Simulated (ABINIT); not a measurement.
A run of ABINIT 10.8.3 (patched build):

The input run.py:

```python
import json, os
import numpy as np
from ase.eos import EquationOfState
from ase.units import GPa
from ase.calculators.mixing import SumCalculator
from dftd3.ase import DFTD3
from ase.calculators.abinit import Abinit, AbinitProfile
from ase import Atoms

atoms = Atoms(['Ru', 'Ru'],
              cell=[[2.7058, 0.0, 0.0], [-1.3529, 2.3432915376, 0.0], [0.0, 0.0, 4.2819]],
              scaled_positions=[[0.6666666667, 0.3333333333, 0.75], [0.3333333333, 0.6666666667, 0.25]],
              pbc=True)

profile = AbinitProfile(command='abinit', pp_paths=[os.path.abspath('pseudos')])
params = dict(
    pps='pawxml', xc='PBE',
    ecut=408.1708,
    pawecutdg=816.3416,
    pawxcdev=0,
    kptopt=1,
    ngkpt=[11, 11, 6],
    nshiftk=1,
    shiftk=[0.0, 0.0, 0.0],
    ixc=-109134,
    nband=20,
    occopt=3,
    tsmear=0.05,
    nstep=100,
    tolvrs=1e-09,
    prtwf=0,
    prtden=0,
)

cell0 = atoms.cell.copy()
volumes, energies = [], []
for i, x in enumerate([0.94, 0.96, 0.98, 1.0, 1.02, 1.04, 1.06]):
    atoms.set_cell(cell0 * x ** (1 / 3), scale_atoms=True)
    atoms.calc = SumCalculator([Abinit(profile=profile, directory=f'v{i}', **params), DFTD3(method='pw91', damping='d3bj')])
    volumes.append(atoms.get_volume() / len(atoms))
    dft, disp = atoms.calc.mixer.calcs
    energies.append((dft.get_property('free_energy', atoms) + disp.get_property('energy', atoms)) / len(atoms))
    print(f'{x:5.2f} {volumes[-1]:10.5f} A^3/atom {energies[-1]:14.6f} eV/atom', flush=True)
    json.dump(dict(volumes=volumes, energies=energies), open('results.json', 'w'))
v0, e0, b0 = EquationOfState(volumes, energies, eos='murnaghan').fit()
print(f'V0 {v0:.4f} A^3/atom  E0 {e0:.6f} eV/atom  B0 {b0 / GPa:.2f} GPa')
```

Potentials or basis: JTH PAW PBE v2.0.

Run with:

```bash
$ python run.py
```

Hardware: 1 thread of AMD EPYC 9R45 96-Core Processor (Zen 5) (shared host).

**Question.** How long does it take, and how much memory?

**Answer.** Wall time 92 s on 1 thread of AMD EPYC 9R45 96-Core Processor (Zen 5), on a shared host, peak memory 0.11 GiB. Counts: scf iterations 74, mpi ranks 1.
